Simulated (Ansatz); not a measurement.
LiH in Ansatz: convergence with k mesh

The system is LiH.

```xyz
2
Lattice="0.0000 2.0368 2.0368 2.0368 0.0000 2.0368 2.0368 2.0368 0.0000" Properties=species:S:1:pos:R:3 pbc="T T T"
Li   -0.0071    0.0257    0.0170
H     2.0424    2.0395    2.0262
```

The cell isn't the ideal one: atoms moved at random, drawn with an rms of 0.05 Å.

| Item | Value |
| --- | --- |
| Program | Ansatz 0.2.0 |
| Task | convergence study |
| Functional | PBEsol |
| Potentials or basis | JTH PAW |
| Cutoff | 1170 eV (not typed: the program's choice for these potentials) |
| k mesh | 3 × 3 × 3 |
| Occupations | gaussian, width 0.1 eV |
| Spin | no spin polarisation |

These are the settings of the first run; the series varies k mesh, with any setting tied to it.

Hardware: 2 threads of Arm Neoverse V2 (shared host).

Question: The values tried are 3 × 3 × 3, 4 × 4 × 4, 5 × 5 × 5, 6 × 6 × 6, 8 × 8 × 8, 10 × 10 × 10, 13 × 13 × 13, 15 × 15 × 15, 18 × 18 × 18, loosest first. From which on does the largest force stay within 0.005 eV/Å of the tightest run that finished?

Answer: From 5 × 5 × 5 on.

| k mesh | energy less the tightest run, at zero smearing (meV/atom) | pressure (GPa) | largest force (eV/Å) | gap on the mesh (eV) | SCF cycles | CPU time (s) | peak memory (GiB) |
| --- | --- | --- | --- | --- | --- | --- | --- |
| 3 × 3 × 3 | -17.82 | -2.55 | 0.047 | 5.828 | 6 | 0.88 | 0.26 |
| 4 × 4 × 4 | 7.37 | -1.86 | 0.032 | 2.767 | 6 | 1.6 | 0.28 |
| 5 × 5 × 5 | -0.12 | -2.20 | 0.038 | 3.766 | 6 | 2.7 | 0.31 |
| 6 × 6 × 6 | 0.57 | -2.17 | 0.037 | 2.779 | 6 | 4.5 | 0.36 |
| 8 × 8 × 8 | 0.06 | -2.20 | 0.038 | 2.780 | 6 | 10 | 0.48 |
| 10 × 10 × 10 | 0.01 | -2.20 | 0.038 | 2.780 | 6 | 20 | 0.67 |
| 13 × 13 × 13 | 0.00 | -2.20 | 0.038 | 2.914 | 6 | 44 | 1.1 |
| 15 × 15 × 15 | 0.00 | -2.20 | 0.038 | 2.881 | 6 | 67 | 1.6 |
| 18 × 18 × 18 | 0.00 | -2.20 | 0.038 | 2.780 | 6 | 120 | 2.5 |

Against the tightest run, the energy stays within 1 meV/atom from 5 × 5 × 5 on; the pressure stays within 0.1 GPa from 5 × 5 × 5 on. Not settled before the last step: the gap on the mesh (to 0.01 eV). Meshes of other sizes hit other points, so gaps and Fermi surfaces needn't settle smoothly. The tightest run that finished is the yardstick and may itself not be fully converged.
